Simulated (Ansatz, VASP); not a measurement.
**AlN in VASP and in Ansatz**

```
Al N
1.0
     3.08862    0.00000    0.00000
    -1.54431    2.67482    0.00000
     0.00000    0.00000    4.74580
Al N
2 2
Direct
  0.33333 0.66667 0.99665
  0.66667 0.33333 0.49665
  0.33333 0.66667 0.38835
  0.66667 0.33333 0.88835
```

Alike in both runs: functional LDA; k mesh 9 × 9 × 6; occupations gaussian, width 0.05 eV; no spin polarisation.

Ansatz relaxed the structure, and its values are those at the end. VASP's run is a single point on that final structure, the one shown.

|  | VASP | Ansatz |
| --- | --- | --- |
| version | VASP 6.6.1 | Ansatz 0.2.0 |
| potentials or method | VASP PAW LDA potentials, release 64 (Al, N) | scalar-relativistic, plane waves, PAW |
| plane-wave cutoff (eV) | 520 | 520 |
| valence electrons in the cell | 16 | 16 |

```tsv
	VASP	Ansatz	Ansatz less VASP
gap on the k mesh at the Fermi level (eV)	4.52	4.51	-0.008
least direct gap on the mesh (eV)	4.52	4.51	-0.008
pressure (GPa)	9.2	8.5	-0.78
rms of the force components (eV/Å)	0.004	0.000	-0.0039
```

Ansatz warned: «pseudo_functional_mismatch».

Caveats: an odd mesh through Γ misses points on the zone boundary, where band edges often lie. Expect the measured gap to be larger: semilocal functionals such as LDA lack the derivative discontinuity.
